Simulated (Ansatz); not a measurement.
# KF: the cost of one run

Method: DFT PBE, scalar-relativistic, plane waves, PAW, in Ansatz 0.2.0.

## (1) The structure to begin with

It takes space group Pm-3m (No. 221, cubic). The conventional cell has a = 3.259 Å, b = 3.259 Å, c = 3.259 Å, α = 90.00°, β = 90.00°, γ = 90.00°. K (site symmetry m-3m) has 8 F at 2.82 Å as nearest neighbours. F (site symmetry m-3m) is surrounded by 8 K at 2.82 Å.

As a file:

```cif
data_structure
_symmetry_space_group_name_H-M 'Pm-3m'
_symmetry_Int_Tables_number 221
_cell_length_a 3.2590
_cell_length_b 3.2590
_cell_length_c 3.2590
_cell_angle_alpha 90.000
_cell_angle_beta 90.000
_cell_angle_gamma 90.000
_cell_volume 34.61
loop_
_atom_site_label
_atom_site_type_symbol
_atom_site_symmetry_multiplicity
_atom_site_Wyckoff_symbol
_atom_site_fract_x
_atom_site_fract_y
_atom_site_fract_z
_atom_site_occupancy
K1 K 1 a 0.00000 0.00000 0.00000 1
F1 F 1 b 0.50000 0.50000 0.50000 1
```

The structure comes from the Materials Project (structure only).

## (2) A change within the space group

The change: strain xx, yy, zz, yz, xz, xy = +4.3, +4.3, +4.3, +0.0, +0.0, +0.0 %.

Input file input.yaml:

```yaml
crystal:
  lattice:
    - [3.3990574755, 0.0, 0.0]
    - [0.0, 3.3990574755, 0.0]
    - [0.0, 0.0, 3.3990574755]
  atoms:
    - { symbol: K, position: [0.0, 0.0, 0.0] }
    - { symbol: F, position: [0.5, 0.5, 0.5] }
basis:
  ecutwfc: 420
kpoints:
  mp_grid: { grid: [8, 8, 8] }
hamiltonian:
  xc: pbe
scf:
  occupations: { method: gaussian, width: 0.02 }
output:
  forces: true
  stress: true
  eigenvalues: true
  write_density: true
  write_potential: true
  elf: true
  volumetric_format: npy
```

Launch:

```console
ansatz run input.yaml --threads 1 --pin off --max-ram 1331MiB --backend cpu --events-out ev --progress --plain --runs-dir out
```

Q: Estimate wall time and peak memory on 1 thread of an x86-64 CPU, shared host.

About 2.6 s, with a peak of 0.3 GiB.
